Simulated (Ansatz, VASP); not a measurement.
## Rh: VASP beside Ansatz

INCAR

```
SYSTEM = Rh
ALGO = Fast
EDIFF = 1E-6
ENCUT = 520
GGA = PE
ISIF = 2
ISMEAR = 0
LASPH = .TRUE.
LCHARG = .TRUE.
LELF = .TRUE.
LREAL = .FALSE.
LVHAR = .TRUE.
LWAVE = .FALSE.
NBANDS = 14
NELM = 60
PREC = Accurate
SIGMA = 0.1
```

The input KPOINTS:

```
k-points
0
G
  18 18 18
  0 0 0
```

POSCAR

```
Rh
1.0
    0.0000000000      1.9768050956      1.9768050956
    1.9768050956      0.0000000000      1.9768050956
    1.9768050956      1.9768050956      0.0000000000
Rh
1
Direct
    0.0000000000      0.0000000000      0.0000000000
```

Input for Ansatz:

```yaml
crystal:
  lattice:
    - [0.0, 1.976805096, 1.976805096]
    - [1.976805096, 0.0, 1.976805096]
    - [1.976805096, 1.976805096, 0.0]
  atoms:
    - { symbol: Rh, position: [0.0, 0.0, 0.0] }
basis:
  ecutwfc: 420
kpoints:
  mp_grid: { grid: [18, 18, 18] }
hamiltonian:
  xc: pbe
scf:
  occupations: { method: gaussian, width: 0.1 }
output:
  forces: true
  stress: true
  eigenvalues: true
```

Alike in both runs: task single point; functional PBE; k mesh 18 × 18 × 18; occupations gaussian, width 0.1 eV; no spin polarisation.

|  | VASP | Ansatz |
| --- | --- | --- |
| version | VASP 6.6.1 | Ansatz 0.2.0 |
| potentials or method | VASP PAW PBE potentials, release 64 (Rh_pv) | scalar-relativistic, plane waves, PAW |
| plane-wave cutoff (eV) | 520 | 420 |
| valence electrons in the cell | 15 | 17 |

|  | VASP | Ansatz | Ansatz less VASP |
| --- | --- | --- | --- |
| gap on the k mesh at the Fermi level (eV) | none | none | - |
| pressure (GPa) | -19.1 | -19.1 | +0.01 |

A gap of «none» marks a metal or a gap that the smearing closes. The functional is the same, so the differences come from potentials, cutoffs and numerics. The two sets of potentials don't hold the same shells in valence.

Caveats: so large a pressure means that the cell lies far from this level's equilibrium, or that cutoff or potentials fall short (VASP).
